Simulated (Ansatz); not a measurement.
# NbP (I4_1md) in Ansatz: settings compared

One crystal, NbP, is run at these levels: PBEsol, LDA; tasks: band structure, single point, equation of state.

Program: Ansatz 0.2.0. These are calculated values, not measurements. Logs are shortened: lines on timing, memory, paths and dates and some standing lists are left out, and cuts for length are marked.

**1. The structure**

It takes space group I4_1md (No. 109, tetragonal). Conventional cell: a = 3.350 Å, b = 3.350 Å, c = 11.480 Å, α = 90.00°, β = 90.00°, γ = 90.00°. Nb (site symmetry 2mm) has 6 P at 2.55 Å as nearest neighbours. Around P (site symmetry 2mm) lie 6 Nb at 2.55 Å.

The cell is a database's computed one.

**2. Band structure, PBEsol**

File input.yaml:

```yaml
crystal:
  lattice:
    - [-1.6749232544, 1.6749232544, 5.7401081759]
    - [1.6749232544, -1.6749232544, 5.7401081759]
    - [1.6749232544, 1.6749232544, -5.7401081759]
  atoms:
    - { symbol: Nb, position: [0.2498808, 0.7498808, 0.5] }
    - { symbol: Nb, position: [0.4998808, 0.4998808, 0.0] }
    - { symbol: P, position: [0.83274777, 0.33274777, 0.5] }
    - { symbol: P, position: [0.08274777, 0.08274777, 0.0] }
kpoints:
  mp_grid: { grid: [11, 11, 11] }
  band_path:
    path:
      - [0.0, 0.0, 0.0]
      - [-0.5, 0.5, 0.0]
      - [-0.5, 0.5, -0.0425715708]
      - [-0.2712857854, 0.2712857854, -0.2712857854]
      - [0.0, 0.0, 0.0]
      - [0.5, 0.5, -0.5]
      - [0.2712857854, 0.7287142146, -0.7287142146]
      - [0.0, 0.5, -0.5]
    npoints: 12
scf:
  occupations: { method: fermi_dirac, width: 0.05 }
hamiltonian:
  xc: pbesol
  pseudopotentials:
    kind: all_electron
    lapw: { basis_error: 0.002 }
    dirac_shells: { Nb: ["3p", "3d"], P: ["2p"] }
output:
  forces: true
  stress: true
  eigenvalues: true
```

Potentials or basis: all-electron LAPW, inner shells corrected to Dirac's equation.

Command:

```console
$ ansatz run input.yaml --threads 2 --pin off --max-ram 8192MiB --backend cpu --events-out ev --progress --plain --runs-dir out
```

Log:

```text
Warning: RAYON_NUM_THREADS=2 ignored (pool sized by the plan → 2); use --threads N
LAPW: plane waves up to 7.380 Å⁻¹, error target 2.0e-3 eV per atom; small_component_spin mean_spin; P in spheres of 1.128 Å, 13 of its electrons in bands, Dirac shells [2p]; Nb in spheres of 1.419 Å, 29 of its electrons in bands, Dirac shells [2p, 3p, 3d] (how accurate: hamiltonian.pseudopotentials.lapw.basis_error, Limitations)
Engine: ansatz 0.2.0, aarch64-unknown-linux-gnu
Pseudopotentials: kind: all_electron
Pseudopotential: Nb, LAPW, valence charge 29, lapw/all_electron/scalar/gaussian/Nb, Koelling and Harmon's equation with Dirac's for 2p 3p 3d, gaussian nucleus
Pseudopotential: P, LAPW, valence charge 13, lapw/all_electron/scalar/gaussian/P, Koelling and Harmon's equation with Dirac's for 2p, gaussian nucleus
Functional definition: PBEsol
  exchange = pbesol_x
  correlation = pbesol_c
Crystal: 4 atoms, lattice volume = 64.412 Å³
Basis set: ecut = 207.48333977678487 eV, 449 PW (Γ), FFT grids on a1+a3, a2+a3, a3, exchange–correlation at level 2
Bands: 51, of which v1, the nominal top of the filled ones, is band 42 counted from 1 (41 counted from 0)
Symmetry: 8 space group operations
Space group: I41md (ITA 109), of the structure as read, at distance tolerance 4.0e-5 Å
k-points: 126 of 1331 (time reversal used)
Non-local potential: Nb, projectors of the file, none
Non-local potential: P, projectors of the file, none
Initial density: superposition of atomic densities (chi_scale 0.1, normalization cell, long waves kept (reshape's long-wave potential 0.00 eV rms))
Initial wavefunctions: plane waves of lowest kinetic energy (no species holds an atomic orbital)
Functional: x = pbesol(κ = 0.804, μ = 0.12345679012345678), c = pbesol(β = 0.046)
iter 1 solved again at ethr=4.65e-3 eV; its pass at ethr=1.00e-1 eV (dr2=3.91e0 eV) is discarded
SCF iter   1: F=—  HF=-226397.909994 eV  |F-HF|=—  |Δ(HF+E_count)|=         —  Δρ=6.36e-2  dr2=3.91e0  ethr=4.65e-3  ⟨swp⟩=2.0  Hψ=40602  notcnv=0
preconditioner: auto → Kerker (q_TF=auto, 2.852 Å⁻¹)  [metal: Δε(μ)=0.012 eV  Ē_g=8.880 eV  σ=0.050 eV  W_gap=0.06  n_scr=24 (ndim 8)  ℏωp=20.7 eV  f_vac=0.000  D(μ)=0.40/eV (n_scr^D=0)]
iter 2 solved again at ethr=1.92e-4 eV; its pass at ethr=4.65e-3 eV (dr2=1.62e-1 eV) is discarded
SCF iter   2: F=—  HF=-226395.630180 eV  |F-HF|=—  |Δ(HF+E_count)|=    2.28e0  Δρ=1.70e-2  dr2=1.62e-1  ethr=1.92e-4  ⟨swp⟩=2.0  Hψ=31894  notcnv=0  defer=1
SCF iter   3: F=—  HF=-226395.596928 eV  |F-HF|=—  |Δ(HF+E_count)|=         —  Δρ=1.46e-2  dr2=1.68e-1  ethr=1.92e-4  ⟨swp⟩=2.0  Hψ=19098  notcnv=0
the basis was enlarged: its passes take 15.1 MiB over the memory plan, 2 of 2 planned eigensolver slots
SCF iter   4: F=—  HF=-226395.581827 eV  |F-HF|=—  |Δ(HF+E_count)|=   1.51e-2  Δρ=5.08e-3  dr2=2.02e-2  ethr=1.92e-4  ⟨swp⟩=2.0  Hψ=16844  notcnv=0
SCF iter   5: F=—  HF=-226395.577922 eV  |F-HF|=—  |Δ(HF+E_count)|=   3.90e-3  Δρ=1.48e-3  dr2=2.31e-3  ethr=2.40e-5  ⟨swp⟩=2.0  Hψ=18689  notcnv=0
SCF iter   6: F=—  HF=-226395.577837 eV  |F-HF|=—  |Δ(HF+E_count)|=   8.47e-5  Δρ=4.78e-4  dr2=2.32e-4  ethr=2.75e-6  ⟨swp⟩=2.0  Hψ=18689  notcnv=0
SCF iter   7: F=—  HF=-226395.577802 eV  |F-HF|=—  |Δ(HF+E_count)|=   3.51e-5  Δρ=1.25e-4  dr2=1.55e-5  ethr=2.76e-7  ⟨swp⟩=2.0  Hψ=18689  notcnv=0
SCF iter   8: F=—  HF=-226395.577797 eV  |F-HF|=—  |Δ(HF+E_count)|=   5.32e-6  Δρ=4.86e-5  dr2=2.16e-6  ethr=1.84e-8  ⟨swp⟩=2.0  Hψ=18689  notcnv=0
SCF iter   9: F=—  HF=-226395.577796 eV  |F-HF|=—  |Δ(HF+E_count)|=   6.55e-7  Δρ=1.69e-5  dr2=2.93e-7  ethr=2.57e-9  ⟨swp⟩=2.0  Hψ=18692  notcnv=0
SCF iter  10: F=-226395.577796 eV  HF=-226395.577796 eV  |F-HF|=2.05e-8  |Δ(HF+E_count)|=   9.50e-8  Δρ=4.25e-6  dr2=1.84e-8  ethr=3.49e-10  ⟨swp⟩=2.0  Hψ=18689  notcnv=0
SCF 1 converged in 10 iterations: F = -226395.577796 eV  dr2 = 1.84e-8
NSCF: frozen V_eff on 85 k-points
SCF converged after 10 iterations
Free energy (F): -226395.577796 eV
Harris-Foulkes:  -226395.577796 eV  (|F-HF|=2.05e-8)
Internal energy: -226395.572212 eV  (E = F + TS)
E sigma→0 (E₀):  -226395.575004 eV
Entropy (-TS):   -0.005584 eV (-1.396 meV/atom)
Fermi energy:    16.553117 eV
--- Per-component energies (eV) ---
  E_band       = -9352.729491
  E_kinetic    = 233725.445838
  E_xc         = -7599.822012
  E_electrostatic = -452521.196038  (all electrons and nuclei)
  E_smearing   = -0.005584  (= −TS)
  E_closure    = 0.000000  (closes the sum)
  E_atoms      = -226357.914135  (free atoms, spherical and without spin; not in F)
  Σ components = -226395.577796   (vs F -226395.577796, Δ=0.00e0)
  Basis errors (estimates in eV, not in F): energy 7.4e-4 per atom: plane waves 6.6e-4 (3.6e-4 summed), levels above the bands 1.3e-56, relativity 3.8e-8, radial functions 8.1e-5, core shells 1.5e-7; eigenvalues (radial functions only) 2.6e-6; not estimated: angular momenta, meshes, grids; target (lapw.basis_error) 2.0e-3; muffin-tin radii P 1.128 Å, Nb 1.419 Å
--- Forces (eV/Å), atoms counted from 1 ---
  atom   1  Nb    -0.00000000     0.00000000     0.01715174
  atom   2  Nb    -0.00000000     0.00000000     0.01715174
  atom   3  P      0.00000000    -0.00000000    -0.01715070
  atom   4  P      0.00000000    -0.00000000    -0.01715070
  max |Σ_I F_I| component: 2.08e-6 eV/Å
--- Stress (GPa, compression-positive) ---
       -6.295845      -0.000000      -0.000000
       -0.000000      -6.295845      -0.000000
       -0.000000      -0.000000      -6.523089
  P = ⅓ Tr σ = -6.3716 GPa (-63.716 kbar)
--- Band table (eV; the first three rows and the last of 126) ---
  k-point 0: bands = ["-326.3570", "-326.3570", "-326.3437", "-326.3437", "-326.3429", "-326.3429", "-176.2311", "-176.2311", "-176.2299", "-176.2299", "-176.2254", "-176.2254", "-176.2178", "-176.2178", "-176.2169", "-176.2169", "-151.1566", "-151.1566", "-101.9022", "-101.9022", "-101.8925", "-101.8925", "-101.8893", "-101.8893", "-38.2601", "-38.2227", "-14.5622", "-14.3593", "-14.3593", "-14.2156", "-14.2156", "-14.1763", "3.8592", "6.2742", "10.3860", "13.5292", "14.3341", "14.3341", "14.4085", "14.8304", "15.2114", "15.2114", "17.3878", "18.1542", "19.1975", "19.7010", "19.7010", "19.9529", "20.6255", "20.6255", "22.4286"]
  k-point 1: bands = ["-326.3570", "-326.3570", "-326.3437", "-326.3437", "-326.3429", "-326.3429", "-176.2311", "-176.2311", "-176.2299", "-176.2299", "-176.2254", "-176.2254", "-176.2178", "-176.2178", "-176.2169", "-176.2169", "-151.1566", "-151.1566", "-101.9022", "-101.9022", "-101.8925", "-101.8925", "-101.8893", "-101.8893", "-38.2566", "-38.2207", "-14.5508", "-14.3822", "-14.3763", "-14.2390", "-14.2326", "-14.1735", "4.0813", "6.3450", "10.5084", "13.2008", "14.1508", "14.1697", "14.2410", "14.6782", "15.2879", "15.4210", "17.0638", "17.6546", "19.2439", "19.2486", "20.0646", "20.2772", "20.5344", "21.1437", "23.0624"]
  k-point 2: bands = ["-326.3570", "-326.3570", "-326.3437", "-326.3437", "-326.3429", "-326.3429", "-176.2311", "-176.2311", "-176.2299", "-176.2299", "-176.2254", "-176.2254", "-176.2178", "-176.2178", "-176.2169", "-176.2169", "-151.1566", "-151.1566", "-101.9022", "-101.9022", "-101.8925", "-101.8925", "-101.8893", "-101.8893", "-38.2469", "-38.2157", "-14.5250", "-14.4404", "-14.4157", "-14.2922", "-14.2760", "-14.1760", "4.6800", "6.4851", "10.9380", "12.4162", "13.1215", "13.6690", "13.7929", "14.8458", "15.7005", "15.7994", "16.8053", "17.0089", "18.7282", "19.5863", "20.5853", "20.6189", "20.7333", "21.9516", "24.2954"]
  k-point 125: bands = ["-326.3570", "-326.3570", "-326.3437", "-326.3437", "-326.3429", "-326.3429", "-176.2311", "-176.2311", "-176.2299", "-176.2299", "-176.2254", "-176.2254", "-176.2178", "-176.2178", "-176.2169", "-176.2169", "-151.1566", "-151.1566", "-101.9022", "-101.9022", "-101.8925", "-101.8925", "-101.8893", "-101.8893", "-38.2404", "-38.2397", "-14.4060", "-14.3713", "-14.3652", "-14.3543", "-14.2250", "-14.2054", "4.9169", "4.9403", "12.4217", "12.5732", "13.4386", "13.7303", "13.8952", "14.3470", "15.6192", "16.1629", "17.4318", "18.2355", "18.5703", "18.9044", "20.0584", "20.1520", "20.8911", "21.5956", "23.3134"]
```

bands.tsv:

```text
[... 98 lines left out ...]
5.005235	-342.910114	-342.910114	-342.896832	-342.896832	-342.895974	-342.895974	-192.784231	-192.784231	-192.782981	-192.782981	-192.778522	-192.778522	-192.770896	-192.770896	-192.770027	-192.770027	-167.709685	-167.709683	-118.455328	-118.455308	-118.445651	-118.445630	-118.442463	-118.442437	-54.786143	-54.768028	-31.206712	-31.046769	-30.943281	-30.889819	-30.787735	-30.739148	-10.473225	-10.290987	-6.183799	-5.459506	-3.394387	-3.193876	-2.294663	-1.868780	-1.517973	-0.119002	0.071046	1.305171	2.434330	2.634707	3.267686	3.666964	4.823738	6.134107	6.845039
```

It took 70 s on 2 threads of Arm Neoverse V2, shared host; peak memory 0.76 GiB.

Results:

| Quantity | Value |
| --- | --- |
| Free energy | -226395.5778 eV |
| Pressure | -6.4 GPa |
| Largest force | 0.017 eV/Å |
| Band gap along the path | none (metal or under the smearing width) |

Forces on the atoms (eV/Å):
```
Nb   0.000  0.000  0.017
Nb   0.000  0.000  0.017
P    0.000  0.000 -0.017
P    0.000  0.000 -0.017
```

Levels at the corners of the path, in eV from the Fermi level:
```tsv
point	band 39	band 40	band 41	band 42	band 43	band 44	band 45	band 46
Γ	-2.14	-1.72	-1.34	-1.34	0.83	1.60	2.64	3.15
X	-2.83	-2.83	-0.44	-0.44	2.96	2.96	3.06	3.06
Y	-2.81	-2.81	-0.48	-0.48	2.75	2.75	3.13	3.13
S	-2.27	-2.19	-1.47	-0.15	0.13	1.63	2.38	2.67
Γ	-2.14	-1.72	-1.34	-1.34	0.83	1.60	2.64	3.15
Z	-2.68	-2.68	-0.50	-0.50	1.19	1.19	2.30	2.30
S1	-2.27	-2.19	-1.47	-0.15	0.13	1.63	2.38	2.67
N	-2.29	-1.87	-1.52	-0.12	0.07	1.31	2.43	2.63
```

**3. Single point, LDA, 15.14 Å³/atom (volume scaled by 0.94)**

File input.yaml:

```yaml
crystal:
  lattice:
    - [-1.6407315532, 1.6407315532, 5.6229302316]
    - [1.6407315532, -1.6407315532, 5.6229302316]
    - [1.6407315532, 1.6407315532, -5.6229302316]
  atoms:
    - { symbol: Nb, position: [0.2498808, 0.7498808, 0.5] }
    - { symbol: Nb, position: [0.4998808, 0.4998808, 0.0] }
    - { symbol: P, position: [0.83274777, 0.33274777, 0.5] }
    - { symbol: P, position: [0.08274777, 0.08274777, 0.0] }
kpoints:
  mp_grid: { grid: [11, 11, 11] }
scf:
  occupations: { method: fermi_dirac, width: 0.05 }
hamiltonian:
  xc: lda
  pseudopotentials: { kind: all_electron, lapw: { basis_error: 0.002 } }
output:
  forces: true
  stress: true
  eigenvalues: true
```

Potentials or basis: all-electron LAPW, scalar-relativistic.

Command:

```console
$ ansatz run input.yaml --threads 2 --pin off --max-ram 6144MiB --backend cpu --events-out ev --progress --plain --runs-dir out
```

Run time: 65 s. Hardware: 2 threads of Arm Neoverse V2, shared host; peak memory 0.74 GiB.

It converged, with:

```
Free energy            : -226235.4570 eV
Pressure               : 2.9 GPa
Largest force          : 0.039 eV/Å
Band gap on the k mesh : none (metal or under the smearing width)
```

**4. Single point, LDA, 15.46 Å³/atom (volume scaled by 0.96)**

Changes to input.yaml since step 3:

```diff
@@ -2,5 +2,5 @@
   lattice:
-    - [-1.6407315532, 1.6407315532, 5.6229302316]
-    - [1.6407315532, -1.6407315532, 5.6229302316]
-    - [1.6407315532, 1.6407315532, -5.6229302316]
+    - [-1.6522863814, 1.6522863814, 5.6625296365]
+    - [1.6522863814, -1.6522863814, 5.6625296365]
+    - [1.6522863814, 1.6522863814, -5.6625296365]
   atoms:
```

Command:

```console
$ ansatz run input.yaml --threads 2 --pin off --max-ram 6144MiB --backend cpu --events-out ev --progress --plain --runs-dir out
```

It took 75 s on 2 threads of Arm Neoverse V2, shared host; peak memory 0.74 GiB.

It converged, with:

| Item | Value |
| --- | --- |
| Free energy | -226235.4614 eV |
| Pressure | -1.7 GPa |
| Largest force | 0.030 eV/Å |
| Band gap on the k mesh | none (metal or under the smearing width) |

**5. Single point, LDA, 15.78 Å³/atom (volume scaled by 0.98)**

Changes to input.yaml since step 4:

```diff
@@ -2,5 +2,5 @@
   lattice:
-    - [-1.6522863814, 1.6522863814, 5.6625296365]
-    - [1.6522863814, -1.6522863814, 5.6625296365]
-    - [1.6522863814, 1.6522863814, -5.6625296365]
+    - [-1.66368182, 1.66368182, 5.7015827992]
+    - [1.66368182, -1.66368182, 5.7015827992]
+    - [1.66368182, 1.66368182, -5.7015827992]
   atoms:
```

Command:

```console
$ ansatz run input.yaml --threads 2 --pin off --max-ram 6144MiB --backend cpu --events-out ev --progress --plain --runs-dir out
```

Run time: 74 s. Hardware: 2 threads of Arm Neoverse V2, shared host; peak memory 0.74 GiB.

The run converged. Its results:

```
Free energy            : -226235.4315 eV
Pressure               : -5.7 GPa
Largest force          : 0.022 eV/Å
Band gap on the k mesh : none (metal or under the smearing width)
```

**6. Single point, LDA, 16.10 Å³/atom**

Changes to input.yaml since step 5:

```diff
@@ -2,5 +2,5 @@
   lattice:
-    - [-1.66368182, 1.66368182, 5.7015827992]
-    - [1.66368182, -1.66368182, 5.7015827992]
-    - [1.66368182, 1.66368182, -5.7015827992]
+    - [-1.6749232544, 1.6749232544, 5.7401081759]
+    - [1.6749232544, -1.6749232544, 5.7401081759]
+    - [1.6749232544, 1.6749232544, -5.7401081759]
   atoms:
```

Potentials or basis: all-electron LAPW, scalar-relativistic.

Command:

```console
$ ansatz run input.yaml --threads 2 --pin off --max-ram 6144MiB --backend cpu --events-out ev --progress --plain --runs-dir out
```

Wall time 66 s (2 threads of Arm Neoverse V2, shared host); peak memory 0.74 GiB.

It converged, with:

- Free energy: -226235.3707 eV
- Pressure: -9.3 GPa
- Largest force: 0.015 eV/Å
- Band gap on the k mesh: none (metal or under the smearing width)

**7. Single point, LDA, 16.43 Å³/atom (volume scaled by 1.02)**

Changes to input.yaml since step 6:

```diff
@@ -2,5 +2,5 @@
   lattice:
-    - [-1.6749232544, 1.6749232544, 5.7401081759]
-    - [1.6749232544, -1.6749232544, 5.7401081759]
-    - [1.6749232544, 1.6749232544, -5.7401081759]
+    - [-1.6860157846, 1.6860157846, 5.7781232452]
+    - [1.6860157846, -1.6860157846, 5.7781232452]
+    - [1.6860157846, 1.6860157846, -5.7781232452]
   atoms:
```

Command:

```console
$ ansatz run input.yaml --threads 2 --pin off --max-ram 6144MiB --backend cpu --events-out ev --progress --plain --runs-dir out
```

Wall time 76 s (2 threads of Arm Neoverse V2, shared host); peak memory 0.73 GiB.

Results (log left out):

| Quantity | Value |
| --- | --- |
| Free energy | -226235.2823 eV |
| Pressure | -12.6 GPa |
| Largest force | 0.008 eV/Å |
| Band gap on the k mesh | none (metal or under the smearing width) |

**8. Single point, LDA, 16.75 Å³/atom (volume scaled by 1.04)**

Changes to input.yaml since step 7:

```diff
@@ -2,5 +2,5 @@
   lattice:
-    - [-1.6860157846, 1.6860157846, 5.7781232452]
-    - [1.6860157846, -1.6860157846, 5.7781232452]
-    - [1.6860157846, 1.6860157846, -5.7781232452]
+    - [-1.6969642459, 1.6969642459, 5.8156445774]
+    - [1.6969642459, -1.6969642459, 5.8156445774]
+    - [1.6969642459, 1.6969642459, -5.8156445774]
   atoms:
```

Command:

```console
$ ansatz run input.yaml --threads 2 --pin off --max-ram 6144MiB --backend cpu --events-out ev --progress --plain --runs-dir out
```

Wall time 57 s (2 threads of Arm Neoverse V2, shared host); peak memory 0.67 GiB.

It converged, with:

* Free energy: -226235.1693 eV
* Pressure: -15.5 GPa
* Band gap on the k mesh: none (metal or under the smearing width)

**9. Single point, LDA, 17.07 Å³/atom (volume scaled by 1.06)**

Changes to input.yaml since step 8:

```diff
@@ -2,5 +2,5 @@
   lattice:
-    - [-1.6969642459, 1.6969642459, 5.8156445774]
-    - [1.6969642459, -1.6969642459, 5.8156445774]
-    - [1.6969642459, 1.6969642459, -5.8156445774]
+    - [-1.7077732268, 1.7077732268, 5.8526878982]
+    - [1.7077732268, -1.7077732268, 5.8526878982]
+    - [1.7077732268, 1.7077732268, -5.8526878982]
   atoms:
```

Potentials or basis: all-electron LAPW, scalar-relativistic.

Command:

```console
$ ansatz run input.yaml --threads 2 --pin off --max-ram 6144MiB --backend cpu --events-out ev --progress --plain --runs-dir out
```

Run time: 61 s. Hardware: 2 threads of Arm Neoverse V2, shared host; peak memory 0.66 GiB.

The run converged. Its results:

```
Free energy            : -226235.0343 eV
Pressure               : -18.1 GPa
Largest force          : 0.003 eV/Å
Band gap on the k mesh : none (metal or under the smearing width)
```

**10. Equation of state, LDA**

No new run: the results of the series are fitted here.

What came out:

```
Equilibrium volume                        : 15.34 Å³/atom
Bulk modulus at fixed shape and positions : 213 GPa
Pressure derivative of the bulk modulus   : 4.3
```

Energy against volume, from the lowest point:
| volume (Å³/atom) | energy (meV/atom) |
| --- | --- |
| 15.137 | 1.10 |
| 15.459 | 0.00 |
| 15.781 | 7.49 |
| 16.103 | 22.69 |
| 16.425 | 44.78 |
| 16.747 | 73.03 |
| 17.069 | 106.79 |

Caveat: the cell was scaled at fixed shape and fractional positions, which overstates the stiffness of a crystal with free parameters, most of all of layers and chains.
